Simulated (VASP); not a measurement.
Set up this calculation in VASP 6.6.1, as the native input.

| Item | Value |
| --- | --- |
| Task | relaxation of cell and atoms |
| Functional | PBE |
| Potentials or basis | VASP PAW PBE potentials, release 64 (Ti_sv) |
| Cutoff | 520 eV |
| k mesh | 18 × 18 × 10 |
| Occupations | gaussian, width 0.1 eV |
| Spin | no spin polarisation |
| Further INCAR settings | ALGO = Normal; EDIFF = 1e-07; AMIX = 0.2; IBRION = 2; EDIFFG = -0.002; NSW = 80; ISIF = 3 |

The structure of Ti lies in POSCAR:

```
Ti
1.0
    2.9500000000      0.0000000000      0.0000000000
   -1.4750000000      2.5547749400      0.0000000000
    0.0000000000      0.0000000000      4.6800000000
Ti
2
Direct
    0.3333333300      0.6666666700      0.2500000000
    0.6666666700      0.3333333300      0.7500000000
```

The input as run:

INCAR

```
PREC = Accurate
ENCUT = 520
EDIFF = 1E-7
ISMEAR = 0
SIGMA = 0.1
LREAL = False
LASPH = True
NELM = 60
ALGO = Normal
ISIF = 3
LWAVE = False
LCHARG = False
GGA = PE
IBRION = 2
NSW = 80
EDIFFG = -0.002
AMIX = 0.2
```

KPOINTS

```
regular mesh
0
Gamma
  18 18 10
```

Potentials or basis: VASP PAW PBE potentials, release 64 (Ti_sv).

Run with:

```sh
$ cat potpaw_PBE.64/Ti_sv/POTCAR > POTCAR
$ mpirun -np 1 vasp_std > vasp.out
```

Results of the run:

```
Relaxed volume                         : 17.35 Å³/atom
Relaxed cell                           : a = 2.937 Å, b = 2.937 Å, c = 4.646 Å, α = 90.00°, β = 90.00°, γ = 120.00°
Space group after relaxing (to 0.05 Å) : P6_3/mmc (No. 194)
Energy gained by relaxing              : 1.7 meV/atom
Ionic steps                            : 7
Pressure after relaxing                : 0.0 GPa
Band gap on the k mesh                 : none (metal or under the smearing width)
```

It took 6 min on 1 thread of Intel(R) Xeon(R) Platinum 8488C (Sapphire Rapids) (shared host), peak memory 0.24 GiB.
